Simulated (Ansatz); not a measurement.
**ZnS: generalised stacking fault**

All numbers below come from DFT r2SCAN, scalar-relativistic, plane waves, PAW (Ansatz 0.2.0). Settings: plane waves to 500 eV, k-mesh 7×7×2 (Γ-centred), Gaussian smearing 0.05 eV. No spin polarisation. Energies are free energies at this smearing, counted from the undisturbed cell; pressure is positive in compression.

Zero of the scan (as given, not relaxed at this level; it stands at 0.1 GPa):

```xyz
8
Lattice="-3.8110 0.0000 0.0000 -1.9055 -3.3004 0.0000 0.0000 0.0000 12.4680" Properties=species:S:1:pos:R:3 pbc="T T T"
Zn   -1.9055   -1.1001    8.1510
Zn   -1.9055   -1.1001    1.9170
Zn   -3.8110   -2.2003   11.2680
Zn   -3.8110   -2.2003    5.0340
S    -1.9055   -1.1001   10.5510
S    -1.9055   -1.1001    4.3170
S    -3.8110   -2.2003    1.2000
S    -3.8110   -2.2003    7.4340
```

The cut lies on the cell's a–b face, a (0 0 1) plane (indices in the standard cell, whose axes needn't be the Cartesian ones shown) of area 12.58 Å², between layers 2.40 Å apart. Vector c is tilted by f times 1·a + 1·b (length 6.601 Å) with the atoms' Cartesian places fixed: one unrelaxed fault a cell.

| f | γ (mJ/m²) | shear traction, the slope of γ along the slip (GPa) | gap on the mesh (eV) |
| --- | --- | --- | --- |
| 0.0000 | 0 | 0.0 | 2.82 |
| 0.0833 | ? | 4.5 | ? |
| 0.1667 | 457 | 6.9 | 2.50 |
| 0.2500 | 787 | 4.2 | 2.28 |
| 0.3333 | ? | 0.0 | 2.22 |
| 0.4167 | 874 | 0.2 | 2.19 |
| 0.5000 | 965 | 3.3 | 2.07 |
| 0.5833 | 1202 | 4.7 | 1.85 |
| 0.6667 | 1365 | 0.0 | 1.70 |
| 0.7500 | 1128 | -8.3 | 1.91 |
| 0.8333 | 585 | -10.0 | 2.34 |
| 0.9167 | 144 | ? | ? |

Give the withheld values.

γ (mJ/m²) at f = 0.0833: 126; gap on the mesh (eV) at f = 0.0833: 2.70; γ (mJ/m²) at f = 0.3333: 891; shear traction, the slope of γ along the slip (GPa) at f = 0.9167: -5.4; gap on the mesh (eV) at f = 0.9167: 2.65.

Cost: 12 runs of about 10 core-minutes in all, on Intel Xeon Platinum 8259CL (Skylake/Cascade Lake) (shared hosts).